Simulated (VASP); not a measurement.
Level of theory: optB86b-vdW, VASP's PBE PAW potentials (set 64) (plane waves; VASP).

The input files of a VASP run:

File KPOINTS:
```
kpoints
0
G
6 6 6
```

### INCAR
```
! general
SYSTEM    =  CaF2
PREC      =  Accurate
ENCUT     =  520
LREAL     =  .FALSE.
LASPH     =  .TRUE.   ! aspherical one-centre terms

! electronic loop
EDIFF     =  1E-6   ! SCF stop (eV)
NELM      =  100   ! most electronic steps
ALGO      =  Normal

! smearing
ISMEAR    =  0   ! Gaussian
SIGMA     =  0.05

! functional
GGA       =  MK
LUSE_VDW  =  .TRUE.
AGGAC     =  0.0
PARAM1    =  0.1234
PARAM2    =  1.0

! ions
IBRION    =  2
NSW       =  60
ISIF      =  3   ! ions, shape and volume
EDIFFG    =  -0.02   ! ionic stop

! output
LWAVE     =  .FALSE.
LCHARG    =  .FALSE.
```

File POSCAR:
```
CaF2
1
    0.0000000000     2.7137071620     2.7137071620
    2.7137071620    -0.0000000000     2.7137071620
    2.7137071620     2.7137071620     0.0000000000
Ca F
1 2
Direct
  1.0000000000   0.0000000000   1.0000000000
  0.2500000000   0.2500000000   0.2500000000
  0.7500000000   0.7500000000   0.7500000000
```

POTCAR, in this order: Ca_sv F (PBE.64 set). Program: vasp_std.

Output

**OSZICAR**
```
       N       E                     dE             d eps       ncg     rms          rms(c)
DAV:   1     0.227121842416E+03    0.22712E+03   -0.14046E+04   512   0.154E+03
DAV:   2    -0.352596808208E+01   -0.23065E+03   -0.22778E+03   688   0.392E+02
DAV:   3    -0.123780402695E+02   -0.88521E+01   -0.88481E+01   528   0.875E+01
DAV:   4    -0.127297827375E+02   -0.35174E+00   -0.35166E+00   896   0.133E+01
DAV:   5    -0.127327563056E+02   -0.29736E-02   -0.29736E-02   528   0.130E+00    0.790E+00
DAV:   6    -0.114323726012E+02    0.13004E+01   -0.69875E+00   536   0.189E+01    0.307E+00
DAV:   7    -0.114272574182E+02    0.51152E-02   -0.18411E-01   664   0.392E+00    0.164E+00
DAV:   8    -0.114342124647E+02   -0.69550E-02   -0.29489E-02   576   0.219E+00    0.192E-01
DAV:   9    -0.114368203807E+02   -0.26079E-02   -0.63042E-03   688   0.627E-01    0.125E-01
DAV:  10    -0.114373856050E+02   -0.56522E-03   -0.80011E-04   552   0.229E-01    0.328E-02
DAV:  11    -0.114373857937E+02   -0.18871E-06   -0.87184E-05   712   0.900E-02    0.119E-02
DAV:  12    -0.114373893126E+02   -0.35189E-05   -0.11871E-05   656   0.329E-02    0.239E-03
DAV:  13    -0.114373896219E+02   -0.30932E-06   -0.26620E-06   616   0.131E-02
   1 F= -.11437390E+02 E0= -.11437390E+02  d E =-.114374E+02
       N       E                     dE             d eps       ncg     rms          rms(c)
DAV:   1    -0.115130956730E+02   -0.75706E-01   -0.17068E+00   616   0.136E+01    0.206E+00
DAV:   2    -0.114472606302E+02    0.65835E-01   -0.32307E-01   536   0.469E+00    0.521E-01
DAV:   3    -0.114410354910E+02    0.62251E-02   -0.11332E-02   752   0.134E+00    0.225E-01
DAV:   4    -0.114401096191E+02    0.92587E-03   -0.84457E-03   808   0.744E-01    0.851E-02
DAV:   5    -0.114401287875E+02   -0.19168E-04   -0.12931E-04   592   0.119E-01    0.774E-02
DAV:   6    -0.114402687165E+02   -0.13993E-03   -0.25797E-04   848   0.133E-01    0.144E-02
DAV:   7    -0.114402653025E+02    0.34140E-05   -0.86939E-06   680   0.370E-02    0.432E-03
DAV:   8    -0.114402646191E+02    0.68345E-06   -0.12660E-06   496   0.138E-02
   2 F= -.11440265E+02 E0= -.11440265E+02  d E =-.287500E-02
```

### OUTCAR
```
------------------------ aborting loop because EDIFF is reached ----------------------------------------
  FORCE on cell =-STRESS in cart. coord.  units (eV):
  Direction    XX          YY          ZZ          XY          YZ          ZX
  --------------------------------------------------------------------------------------
  Total       -0.0449915     -0.0449915     -0.0449915     -0.0000000     -0.0000000      0.0000000
  in kB       -1.7711624     -1.7711624     -1.7711624     -0.0000000     -0.0000000      0.0000000
  external PRESSURE =      -1.7711624 kB  Pullay stress =       0.0000000 kB
  volume of cell :       40.70
      direct lattice vectors                 reciprocal lattice vectors
     0.000000000  2.730135705  2.730135705    -0.183141079  0.183141079  0.183141079
     2.730135705  0.000000000  2.730135705     0.183141079 -0.183141079  0.183141079
     2.730135705  2.730135705 -0.000000000     0.183141079  0.183141079 -0.183141079
 POSITION                                       TOTAL-FORCE (eV/Angst)
 -----------------------------------------------------------------------------------
      0.00000      2.73014      2.73014         0.000000     -0.000000      0.000000
      1.36507      1.36507      1.36507        -0.000000     -0.000000     -0.000000
      4.09520      4.09520      4.09520         0.000000      0.000000      0.000000
 -----------------------------------------------------------------------------------
    total drift:                                0.000000      0.000000      0.000000
  FREE ENERGIE OF THE ION-ELECTRON SYSTEM (eV)
  ---------------------------------------------------
  free  energy   TOTEN  =       -11.4402646191 eV

  energy  without entropy=      -11.4402646191  energy(sigma->0) =      -11.44026462

 reached required accuracy - stopping structural energy minimisation
```
(Selected blocks of OUTCAR.)

### CONTCAR
```
CaF2
   1.00000000000000
     0.0000000000000000    2.7301357049591379    2.7301357049591379
     2.7301357049591379    0.0000000000000000    2.7301357049591379
     2.7301357049591379    2.7301357049591379   -0.0000000000000000
  Ca              F
     1     2
Direct
     1.0000000000000000    0.0000000000000000    0.0000000000000000
     0.2500000000000000    0.2500000000000000    0.2500000000000000
     0.7500000000000000    0.7500000000000000    0.7500000000000000
```

OUTCAR:
```
 val. band max:       -1.1220490185   @ k =   0.5000   0.5000   0.0000

 cond. band min:       6.1209137301   @ k =   0.0000   0.0000   0.0000


 Fermi energy:        -0.7901696307

 k-point     1 :       0.0000    0.0000    0.0000
  band No.  band energies     occupation
      1     -36.9928      2.00000
      2     -20.9363      2.00000
      3     -20.1545      2.00000
      4     -18.0060      2.00000
      5     -18.0060      2.00000
      6     -18.0060      2.00000
      7      -3.2339      2.00000
      8      -3.2339      2.00000
      9      -3.2339      2.00000
     10      -1.3807      2.00000
     11      -1.3807      2.00000
     12      -1.3807      2.00000
     13       6.1209      0.00000
     14       8.0615      0.00000
     15       8.0615      0.00000
     16      10.1384      0.00000

 k-point     2 :       0.1667    0.0000    0.0000
  band No.  band energies     occupation
      1     -36.9843      2.00000
      2     -21.0025      2.00000
      3     -20.2273      2.00000
      4     -18.0167      2.00000
      5     -18.0167      2.00000
      6     -17.8845      2.00000
      7      -3.1123      2.00000
      8      -3.1123      2.00000
      9      -3.0174      2.00000
     10      -1.6801      2.00000
     11      -1.5037      2.00000
     12      -1.5037      2.00000
     13       6.7912      0.00000
     14       8.1141      0.00000
     15       8.1141      0.00000
     16       9.9007      0.00000

 k-point     3 :       0.3333    0.0000    0.0000
  band No.  band energies     occupation
      1     -36.9672      2.00000
      2     -21.0720      2.00000
      3     -20.4416      2.00000
      4     -18.0378      2.00000
      5     -18.0378      2.00000
      6     -17.6294      2.00000
      7      -2.8288      2.00000
      8      -2.8288      2.00000
      9      -2.6001      2.00000
     10      -2.1706      2.00000
     11      -1.7782      2.00000
     12      -1.7782      2.00000
     13       8.0062      0.00000
...
```

The compound is CaF2 in the fluorite structure. This run relaxes it. Symmetry was kept, so distortions that lower it aren't found. The start is the result of an earlier pass.
